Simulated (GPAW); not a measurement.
# C K ELNES/XANES of rock-salt (TiC)₁₋ₓ(ZrC)ₓ at x = 1 from DFT, part 2 of 2

Aim: the C K edge in rock-salt (TiC)₁₋ₓ(ZrC)ₓ at x = 1, one member of a composition series.

GPAW 26.7.0; X-ray absorption from dipole matrix elements to empty bands, plane-wave PAW LDA.

So far. Step 2 (Ground state of the crystal): The mesh shows no gap, so the system is treated as a metal and the core electron is put at the Fermi level (neutral cell).

## 4. Spectrum with XCH, C atom 2

The holes are 6.6 Å apart. In GPAW the data set carries the hole's charge, so charge=0 means a charged cell and charge=-1 a neutral one. The excited electron is kept in the cell, where it fills the lowest empty states and screens the hole. After the field has converged, empty bands are computed with the density fixed and the dipole matrix elements are summed.

The absorber has 6 Zr at 2.35 Å (octahedral).

xas.py

```python
import numpy as np
from ase import Atoms
from ase.parallel import parprint, paropen
from gpaw import GPAW, PW, FermiDirac, Mixer, MixerDif, setup_paths
from gpaw.test import gen
setup_paths.insert(0, '.')
gen('C', name='fch1s', xcname='LDA', corehole=(1, 0, 1), write_xml=True)
from gpaw.mpi import world
world.barrier()

atoms = Atoms('ZrCZrCZrCZrCZrCZrCZrCZrC',
    cell=[[0, 4.7, 4.7],
     [4.7, 0, 4.7],
     [4.7, 4.7, 0]],
    scaled_positions=[[0, 0, 0],
     [0.75, 0.25, 0.25],
     [0, 0, 0.5],
     [0.75, 0.25, 0.75],
     [0, 0.5, 0],
     [0.75, 0.75, 0.25],
     [0, 0.5, 0.5],
     [0.75, 0.75, 0.75],
     [0.5, 0, 0],
     [0.25, 0.25, 0.25],
     [0.5, 0, 0.5],
     [0.25, 0.25, 0.75],
     [0.5, 0.5, 0],
     [0.25, 0.75, 0.25],
     [0.5, 0.5, 0.5],
     [0.25, 0.75, 0.75]],
    pbc=True)
atoms.calc = calc = GPAW(legacy_gpaw=True, mode=PW(500, force_complex_dtype=True), xc='LDA', setups={1: 'fch1s'},
    kpts={'size': (4, 4, 4), 'gamma': True}, occupations=FermiDirac(0.1),
    charge=-1, mixer=Mixer(0.1, 5, 50), maxiter=150,
    convergence={'density': 0.0001, 'eigenstates': 1e-6}, txt='scf.txt')
energy = atoms.get_potential_energy() + calc.get_reference_energy()
ef = calc.get_fermi_level()
out = dict(energy=energy, fermi=ef, forces=atoms.get_forces().tolist())
parprint(f'all-electron energy {energy:.4f} eV, Fermi level {ef:.4f} eV')
ev = np.array([[calc.get_eigenvalues(k, s) for k in range(len(calc.get_ibz_k_points()))] for s in range(calc.get_number_of_spins())])
out['homo'], out['lumo'], out['counts'] = ev[ev < ef].max(), ev[ev > ef].min(), sorted(set((ev < ef).sum((0, 2)).tolist()))
out['filled'] = (ev[:, 0] < ef).sum(1).tolist()

from ase.units import Ha
from gpaw.xas import dipole_matrix_elements
nb = int(calc.get_number_of_electrons() / 2) + 148
top, nb = nb, nb + 8 + nb // 12
nscf = calc.fixed_density(kpts={'size': (6, 6, 6), 'gamma': True}, nbands=nb,
    convergence={'bands': top, 'eigenstates': 5e-3}, maxiter=60, txt='nscf.txt')
cell = atoms.cell.array
ops = [cell.T @ U.T @ np.linalg.inv(cell.T) for U in nscf.wfs.kd.symmetry.op_scc]
E = np.arange(-6, 30, 0.1)
fwhm = np.interp(E, [4, 25], [0.9, 3.5])
Y, X, zero, highest = 0, 0, 1e9, 1e9
for spin in range(nscf.get_number_of_spins()):
    wfs = nscf.wfs
    mine = wfs.bd.get_slice()  # this rank's bands
    A = dipole_matrix_elements(wfs.setups[1])
    eps = np.zeros((wfs.kd.nibzkpts, nb))
    d = np.zeros((3, A.shape[1], wfs.kd.nibzkpts, nb), complex)
    for kpt in wfs.kpt_u:
        if kpt.s == spin and 1 in kpt.P_ani:
            eps[kpt.k, mine] = kpt.eps_n * Ha
            d[:, :, kpt.k, mine] = (kpt.weight * wfs.nspins / 2) ** 0.5 * np.inner(A, kpt.P_ani[1])
    world.sum(eps)
    world.sum(d)
    T = np.einsum('amkn,bmkn->abkn', d, d.conj()).real
    T = sum(np.einsum('ai,ijkn,bj->abkn', R, T, R) for R in ops) / len(ops)
    empty = eps > ef
    zero, highest = min(zero, eps[empty].min()), min(highest, eps[:, top - 1].min())
    lines = [(eps, T, empty)] if spin == 0 else lines + [(eps, T, empty)]
for eps, T, empty in lines:
    f = np.einsum('aakn->akn', T).reshape(3, -1)
    x = eps.ravel() - zero
    w = np.interp(x, E, fwhm) / 2.35482
    g = np.exp(-0.5 * ((E[:, None] - x) / w) ** 2) / (w * (2 * np.pi) ** 0.5)
    Y = Y + (f * empty.ravel()) @ g.T
    X = X + (f * ~empty.ravel()) @ g.T
out.update(E=E.round(2).tolist(), xas=Y.tolist(), xes=X.tolist(), zero=zero, valid=highest - zero, nk=len(eps), nb=nb)
for i in range(0, len(E), 10):
    parprint(f'{E[i]:7.2f}', *(f'{v:10.3e}' for v in Y[:, i]))
import json
with paropen('out.json', 'w') as f:
    json.dump(out, f)
```

The run is started by

```console
$ OMP_NUM_THREADS=1 mpirun -n 4 gpaw python xas.py
```

Numbers of over 12 decimals in the logs are rounded to 6 here.

Log:

```text
Input parameters:
  charge: -1
  convergence: {density: 0.0001,
                eigenstates: 1e-06}
  kpts: {gamma: True,
         size: (4, 4, 4)}
  maxiter: 150
  mixer: {backend: pulay,
          beta: 0.1,
          method: separate,
          nmaxold: 5,
          weight: 50}
  mode: {ecut: 500.0,
         force_complex_dtype: True,
         name: pw}
  occupations: {fixmagmom: False,
                name: fermi-dirac,
                width: 0.1}
  setups: {1: fch1s}

Initialize ...

[... PAW data sets ...]

Reference energy: -790141.430867  # eV

Spin-paired calculation

[... convergence settings ...]
Symmetries present (total): 8
  [... symmetry matrices ...]

64 k-points: 4 x 4 x 4 Monkhorst-Pack grid + [1/8,1/8,1/8]
13 k-points in the irreducible part of the Brillouin zone
       k-points in crystal coordinates                weights
   0:     0.00000000    0.00000000    0.00000000          1/64
   1:     0.00000000    0.25000000    0.25000000          2/64
   2:     0.00000000    0.50000000    0.50000000          1/64
   3:     0.25000000    0.25000000    0.00000000          4/64
   4:     0.25000000    0.25000000    0.25000000          8/64
   5:     0.25000000    0.50000000   -0.25000000          4/64
   6:     0.25000000    0.50000000    0.25000000          8/64
   7:     0.25000000    0.50000000    0.50000000          8/64
   8:     0.50000000    0.25000000   -0.25000000          2/64
   9:     0.50000000    0.25000000    0.25000000          4/64
          ...
  12:     0.50000000    0.50000000    0.50000000          4/64

Wave functions: Plane wave expansion
  Cutoff energy: 500.000 eV
  Number of coefficients (min, max): 5209, 5297
  Pulay-stress correction: 0.000000 eV/Ang^3 (de/decut=0.000000)
  Using FFTW library
  Wavefunction extrapolation:
    Improved wavefunction reuse through dual PAW basis

Occupation numbers: Fermi-Dirac:
  width: 0.1000  # eV

Eigensolver
   Davidson(niter=2)

Densities:
  Coarse grid: 35*35*35 grid
  Fine grid: 70*70*70 grid
  Total Charge: 0.000000

Density mixing:
  Method: separate
  Backend: pulay
  Linear mixing parameter: 0.1
  old densities: 5
  Width of damping distribution: 1.1
  Damping of long wavelength oscillations: 50

[... Hamiltonian set-up ...]
Number of atoms: 16
Number of atomic orbitals: 136
Number of bands in calculation: 82
Number of valence electrons: 129
Bands to converge: occupied

... initialized

Initializing position-dependent things.

Density initialized from atomic densities
Creating initial wave functions:
  82 bands from LCAO basis set

                             C
                      C

                       C
                C     Zr   C

              Zr    C
                Zr    C

         Zr   C     Zr
             Zr

              Zr
       Zr

Atomic positions and initial magnetic moments

Positions:
   0 Zr     0.000000    0.000000    0.000000    ( 0.0000,  0.0000,  0.0000)
   1 C      2.350000    4.700000    4.700000    ( 0.0000,  0.0000,  0.0000)
   2 Zr     2.350000    2.350000    0.000000    ( 0.0000,  0.0000,  0.0000)
   3 C      4.700000    7.050000    4.700000    ( 0.0000,  0.0000,  0.0000)
   4 Zr     2.350000    0.000000    2.350000    ( 0.0000,  0.0000,  0.0000)
   5 C      4.700000    4.700000    7.050000    ( 0.0000,  0.0000,  0.0000)
   6 Zr     4.700000    2.350000    2.350000    ( 0.0000,  0.0000,  0.0000)
[...]
13 C      4.700000    2.350000    4.700000    ( 0.0000,  0.0000,  0.0000)
  14 Zr     4.700000    4.700000    4.700000    ( 0.0000,  0.0000,  0.0000)
  15 C      7.050000    4.700000    4.700000    ( 0.0000,  0.0000,  0.0000)

Unit cell:
           periodic     x           y           z      points  spacing
  1. axis:    yes    0.000000    4.700000    4.700000    35     0.1551
  2. axis:    yes    4.700000    0.000000    4.700000    35     0.1551
  3. axis:    yes    4.700000    4.700000    0.000000    35     0.1551

  Lengths:   6.646804   6.646804   6.646804
  Angles:   60.000000  60.000000  60.000000

Effective grid spacing dv^(1/3) = 0.1692

iter:   1  -202.812746
iter:   2  -189.573273   -0.42  -0.87
iter:   3  -178.392838   +0.07  -1.00
iter:   4  -178.482839   -1.16  -1.46
iter:   5  -178.649063   -1.79  -1.45
iter:   6  -178.688342   -0.97  -1.49
iter:   7  -178.288718   -1.66  -1.97
iter:   8  -178.294222   -2.66  -2.12
iter:   9  -178.278765c  -3.22  -2.63
iter:  10  -178.277616c  -2.93  -2.64
iter:  11  -178.276531c  -4.19  -3.05
iter:  12  -178.275932c  -4.07  -3.23
iter:  13  -178.275840c  -5.30  -3.48
iter:  14  -178.275854c  -4.84  -3.68
iter:  15  -178.275831c  -6.08c -4.03c

Converged after 15 iterations.

Dipole moment: (-0.074370, 0.000000, 0.000000) |e|*Ang

Energy contributions relative to reference atoms: (reference = -790141.430867)

Kinetic:        +94.629638
Potential:     -118.892854
External:        +0.000000
XC:            -156.659380
Entropy (-ST):   -0.110117
Local:           +2.701822
SIC:             +0.000000
--------------------------
Free energy:   -178.330890
Extrapolated:  -178.275831

Showing only first 2 kpts
 Kpt  Band  Eigenvalues  Occupancy
  0    62     10.31357    1.54935
  0    63     10.31357    1.54934
  0    64     11.02301    0.00569
  0    65     11.02301    0.00569

  1    62      9.71851    1.99849
  1    63     10.13356    1.90826
  1    64     10.13356    1.90826
[...]
Fermi level: 10.43706

No gap
No difference between direct/indirect transitions

Forces in eV/Ang:
  0 Zr   -0.11271    0.00000    0.00000
  1 C     0.00005    0.00000    0.00000
  2 Zr    0.00001    0.11267    0.00000
  3 C    -0.00000   -0.00001    0.00000
  4 Zr    0.00001    0.00000    0.11267
  5 C    -0.00000    0.00000   -0.00001
  6 Zr   -0.00000   -0.00000    0.00000
[...]
13 C    -0.00000    0.00001    0.00000
 14 Zr    0.11270    0.00000    0.00000
 15 C    -0.00000    0.00000    0.00000
Scalar-relativistic atomic LDA calculation for C (Carbon, Z=6)
Core hole in 1s state (1s occupation: 1.0)
300 radial gridpoints.
|------------------------------------------------|
|------------------------------------------------|
[... the atom generator's iteration count ...]

Energy contributions:
-------------------------
Kinetic:      +26.191319
XC:            -3.250568
Potential:    -49.301465
-------------------------
Total:        -26.360713

state      eigenvalue         ekin         rmax
-----------------------------------------------
1s^1.0 :   -12.242791    17.075241        0.169
2s^2.0 :    -1.088966     2.357774        1.067
2p^2.0 :    -0.788324     2.200265        0.916
-----------------------------------------------
(units: Bohr and Hartree)

Generating PAW setup
Kinetic energy of the core from tauc = 17.083225
Cutoffs:
rc(s)=1.200
rc(p)=1.200
rc(d)=1.200
rc(vbar)=1.080
rc(comp)=1.200
rc(nct)=1.200

Kinetic energy of the core states: 17.075241
Charge: 1.0
Core electrons: 1.0
Valence electrons: 4.0
Pseudo-core charge: 0.009839
Shape function alpha=6.944
Pseudo-electron charge 3.948111
state    eigenvalue         norm
--------------------------------
2s(2) :    -1.088966     1.079442
*s    :    -0.088966
2p(2) :    -0.788324     0.889693
*p    :     0.211676
*d    :     0.000000
--------------------------------

Diagonalizing with gridspacing h=0.050

state   all-electron     PAW
-------------------------------
2s:      -1.088966    -1.089850
2p:      -0.788324    -0.789871
*d:                   -0.068511
*f:                   -0.014334
-------------------------------
all-electron energy -790319.7067 eV, Fermi level 10.4371 eV
[...]
27.00  3.181e-04  3.181e-04  3.181e-04
  28.00  2.755e-04  2.755e-04  2.755e-04
  29.00  2.016e-04  2.016e-04  2.016e-04
```

Run time: 5.4 min. Hardware: 4 MPI ranks of Arm Neoverse V1, shared host; peak memory 0.66 GiB.

The C K spectrum, C atom 2, excited-electron core hole (neutral cell) (energy from the lowest empty level; intensity scaled to a mean of 1 over the first 20 eV):

```csv
E (eV),intensity
-2.0,0.00
-1.5,0.00
-1.0,0.00
-0.5,0.09
0.0,0.41
0.5,0.72
1.0,0.82
1.5,0.88
2.0,1.04
2.5,1.25
3.0,1.36
3.5,1.53
4.0,1.99
4.5,2.12
5.0,1.39
5.5,0.82
6.0,0.64
6.5,0.70
7.0,1.03
7.5,1.41
8.0,1.64
8.5,1.79
9.0,1.79
9.5,1.61
10.0,1.40
10.5,1.25
11.0,1.16
11.5,1.13
12.0,1.19
12.5,1.27
13.0,1.27
13.5,1.13
14.0,0.90
14.5,0.68
15.0,0.53
15.5,0.46
16.0,0.42
16.5,0.38
17.0,0.33
17.5,0.28
18.0,0.26
18.5,0.27
19.0,0.30
19.5,0.33
20.0,0.34
20.5,0.34
21.0,0.35
21.5,0.38
22.0,0.44
22.5,0.52
23.0,0.61
23.5,0.70
24.0,0.81
24.5,0.92
25.0,1.04
25.5,1.17
26.0,1.28
26.5,1.35
27.0,1.36
27.5,1.29
28.0,1.17
28.5,1.02
29.0,0.86
29.5,0.71
```

Main maxima below 24 eV (height): 4.3 eV (2.18), 8.8 eV (1.81) and 12.8 eV (1.29). A K edge sees empty p states; the first features are C p mixed into the empty d states of the Zr neighbours, and the broad ones above probably into the cations' higher empty bands.

The total-energy difference is 284.83 eV. One term is added: -6.67 eV, since the hole is spin-paired here and a spin-polarised one costs that much less in the free atom (computed apart). The photon energy is then 278.16 eV. The functional leaves an error in such absolute values: in the free atom LDA prices this hole 2.9 eV below PBE (computed apart), and PBE is itself good to a few eV.

## 5. What came out

| Quantity | Value |
| --- | --- |
| absorber and edge | C K, atom 2 of the ground-state input (counted from 1) |
| surroundings | 6 Zr at 2.35 Å (octahedral) |
| highest intensity below 16 eV | 4.3 eV above the zero, height 2.18 |
| photon energy of the zero, with the added terms | 278.2 eV (raw 284.8 eV; LDA puts this hole about 3 eV below PBE, itself good to a few eV) |

In words: The C K edge of atom 2, with 6 Zr at 2.35 Å (octahedral), has its highest intensity of the first 16 eV at 4.3 eV above the zero, near 282 eV in photon energy (LDA puts this hole about 3 eV below PBE, itself good to a few eV), 2.2 times the mean level of the first 20 eV (Gaussian full width 0.9 eV up to 4 eV, rising linearly to 3.5 eV at 25 eV).

[Banner, clock and machine lines of the logs are left out without a mark of their own.]

[Logs are printed without paths, hosts, clocks, repeated set-up lines and the standing remarks that a program may print on its own settings, such as how far it seeks lower states.]

[Hosts, paths, dates, database ids (printed as entryN), source tags and the programs' standing remarks are cut or masked in the printed files.]

[Lists of maxima count a maximum above −3 eV only where it reaches 4 % of the highest in the window and stands out from its surroundings by 2 % of it (1.5 % where it reaches 55 %); shoulders and weaker maxima are passed over, and of the rest the first, up to two pre-edge ones and the few strongest are named.]
